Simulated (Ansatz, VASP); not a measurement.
## Na: VASP beside Ansatz

INCAR

```
SYSTEM = Na
  ALGO = Fast
  EDIFF = 1E-6
  ENCUT = 520
  GGA = PS
  ISIF = 2
  ISMEAR = 0
  LASPH = .TRUE.
  LCHARG = .FALSE.
  LREAL = .FALSE.
  LWAVE = .FALSE.
  NBANDS = 10
  NELM = 80
  PREC = Accurate
  SIGMA = 0.15
```

File KPOINTS:

```
k-points
0
G
  20 20 20
  0 0 0
```

File POSCAR:

```
Na
1.0
   -1.9141612958      1.9141612958      2.5664719178
    1.9141612958     -1.9141612958      2.5664719178
    1.9141612958      1.9141612958     -2.5664719178
Na
1
Direct
    0.0000000000      0.0000000000      0.0000000000
```

Input for Ansatz:

```yaml
crystal:
  lattice:
    - [-1.9141612958, 1.9141612958, 2.5664719178]
    - [1.9141612958, -1.9141612958, 2.5664719178]
    - [1.9141612958, 1.9141612958, -2.5664719178]
  atoms:
    - { symbol: Na, position: [0.0, 0.0, 0.0] }
basis:
  ecutwfc: 420
kpoints:
  mp_grid: { grid: [20, 20, 20] }
hamiltonian:
  xc: pbesol
scf:
  occupations: { method: gaussian, width: 0.15 }
output:
  forces: true
  stress: true
  eigenvalues: true
```

Alike in both runs: task single point; functional PBEsol; k mesh 20 × 20 × 20; occupations gaussian, width 0.15 eV; no spin polarisation.

```csv
,VASP,Ansatz
version,VASP 6.6.1,Ansatz 0.2.0
potentials or method,"VASP PAW PBE potentials, release 64 (Na_pv)","scalar-relativistic, plane waves, PAW"
plane-wave cutoff (eV),520,420
valence electrons in the cell,7,9
```

|  | VASP | Ansatz | Ansatz less VASP |
| --- | --- | --- | --- |
| gap on the k mesh at the Fermi level (eV) | none | none | - |
| pressure (GPa) | -0.2 | -0.2 | -0.07 |

A gap of «none» marks a metal or a gap that the smearing closes. The two sets of potentials don't hold the same shells in valence.

Caveats: the PAW data sets were made with another functional, which shifts forces and pressure a little (VASP).
